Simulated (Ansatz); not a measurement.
Sn:

```
CELL_PARAMETERS angstrom
-1.72654 1.77555 2.33834
1.72654 -1.77555 2.33834
1.72654 1.77555 -2.33834
ATOMIC_POSITIONS crystal
Sn 0.00000 0.00000 0.00000
```

This isn't the form of Sn at room conditions, which is tetragonal (white tin).

- Program: Ansatz 0.2.0
- Task: relaxation of cell and atoms
- Functional: revPBE
- Dispersion: D3(BJ)
- Potentials or basis: Ansatz PAW
- Cutoff: 420 eV (not typed: the program's choice for these potentials)
- k mesh: 11 × 11 × 11
- Occupations: fermi-dirac, width 0.05 eV
- Spin: no spin polarisation

At the start: volume 28.67 Å³/atom.

Q: How do energy, volume and symmetry change on relaxing?

A: It ends after 6 steps and the volume is 26.36 Å³/atom (-8.1 %); space group I4/mmm (No. 139, to 0.05 Å).

The path:
| step | energy change (eV) | largest force (eV/Å) | volume (Å³) |
| --- | --- | --- | --- |
| 1 | 0.0000 | 0.0000 | 28.67 |
| 2 | -0.0326 | 0.0000 | 26.29 |
| 3 | -0.0331 | 0.0000 | 26.33 |
| 4 | -0.0332 | 0.0000 | 26.36 |
| 5 | -0.0332 | 0.0000 | 26.36 |
| 6 | -0.0327 | 0.0000 | 26.36 |

Final structure:
```
Sn
1.0
    -1.69234    1.69231    2.30061
     1.69234   -1.69231    2.30061
     1.69234    1.69231   -2.30061
Sn
1
Direct
  0.00000 0.00000 0.00000
```

Caveat: the plane-wave basis is chosen anew once the cell has moved, so the energies of steps on either side of that aren't comparable; pairwise dispersion overbinds metals, which lowers pressure and volume; the PAW data sets come from PBE, with cores solved anew for the run's functional, which leaves a small shift of forces and pressure.
